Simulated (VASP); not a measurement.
VASP 6.6.1 run: Ge

INCAR

```
LWAVE = .FALSE.
LASPH = .TRUE.
EDIFF = 1E-7
NELMIN = 8
ALGO = VeryFast
PREC = Accurate
NELM = 90
ISIF = 2
METAGGA = RTPSS
SIGMA = 0.02
ENCUT = 520
NSW = 0
IBRION = -1
NBANDS = 21
ISMEAR = -1
LCHARG = .FALSE.
LREAL = .FALSE.
```

KPOINTS

```
KPOINTS created by Atomic Simulation Environment
0
Gamma
8 8 8
0 0 0
```

POSCAR

```
Ge
 1.0000000000000000
     0.0000000000000000    2.6967319606000002    2.9332246577999999
     2.6967319606000002    0.0000000000000000    2.9332246577999999
     2.6967319606000002    2.6967319606000002    0.0000000000000000
 Ge
   2
Cartesian
  0.0000000000000000  0.0000000000000000  0.0000000000000000
  1.3483659802999999  1.3483659802999999  1.4666123288999997
```

The recommended PBE PAW datasets give the neutral cell 28 valence electrons.

Command

```
mpirun -np 1 vasp_std
```

Question: How does this run end, and what does it give?

Answer: It converged. Results: gap between bands v and c on the k mesh -0.12 eV (bands overlap: a metal); least direct gap on the k mesh 0.40 eV; pressure 1.0 GPa. Band v is the last that the valence electrons fill when counted band by band, and c is the next.

OSZICAR

```
N       E                     dE             d eps       ncg     rms          rms(c)
RMM:   1    -0.183068408395E+02   -0.18307E+02   -0.13842E+04  1239   0.323E+03
RMM:   2    -0.110580265681E+01    0.17201E+02   -0.16005E+03  1239   0.280E+02
RMM:   3    -0.167351219240E+02   -0.15629E+02   -0.39679E+02  1239   0.130E+02
RMM:   4    -0.317299420216E+02   -0.14995E+02   -0.16792E+03  1239   0.164E+02
RMM:   5    -0.333874645561E+02   -0.16575E+01   -0.17012E+03  1239   0.176E+02
RMM:   6    -0.404591882916E+02   -0.70717E+01   -0.82632E+02  1239   0.124E+02
RMM:   7    -0.468215984694E+02   -0.63624E+01   -0.89782E+02  1239   0.140E+02
RMM:   8    -0.534884462838E+02   -0.66668E+01   -0.90963E+02  1239   0.150E+02
RMM:   9    -0.136948507866E+01    0.52119E+02   -0.35282E+02  3992   0.150E+02
RMM:  10    -0.318493231167E+01   -0.18154E+01   -0.13845E+01  3962   0.176E+01
...
RMM:  15     0.310811051584E+01    0.15682E-02   -0.19483E-02  3326   0.196E+00    0.106E-01
RMM:  16     0.310760415467E+01   -0.50636E-03   -0.41156E-03  3313   0.896E-01    0.581E-02
RMM:  17     0.310727671576E+01   -0.32744E-03   -0.10275E-03  3322   0.440E-01    0.221E-02
RMM:  18     0.310728542836E+01    0.87126E-05   -0.17914E-04  3360   0.216E-01    0.559E-03
RMM:  19     0.310728186052E+01   -0.35678E-05   -0.54903E-05  3318   0.116E-01    0.538E-03
RMM:  20     0.310727965495E+01   -0.22056E-05   -0.13642E-05  3334   0.607E-02    0.193E-03
RMM:  21     0.310727968544E+01    0.30494E-07   -0.36117E-06  3293   0.294E-02    0.886E-04
RMM:  22     0.310728009997E+01    0.41452E-06   -0.92728E-07  3088   0.159E-02    0.710E-04
RMM:  23     0.310728016410E+01    0.64136E-07   -0.31504E-07  2438   0.905E-03
   1 F= 0.31072802E+01 E0= 0.31074020E+01  d E =-.243719E-03
```

Standard output (part)

```
POSCAR found type information on POSCAR Ge
 POSCAR found :  1 types and       2 ions
 LDA part: xc-table for (None), standard interpolation
 POSCAR, INCAR and KPOINTS ok, starting setup
 WAVECAR not read
 entering main loop
WARNING in EDDRMM: call to ZHEGV failed, returncode =   6  3     15
 num prob  num prob RMM:  22     0.310728009997E+01    0.41452E-06   -0.92728E-07  3088   0.159E-02    0.710E-04
 num prob  num prob  num prob  num prob  num prob  num prob  num prob  num prob  num prob  num prob  num prob RMM:  23     0.310728016410E+01    0.64136E-07   -0.31504E-07  2438   0.905E-03
```

For comparison, a separate PBE run of the intended cell, on usual settings and not on those above, gives a gap of -0.04 eV on its mesh and a pressure of 8.6 GPa.
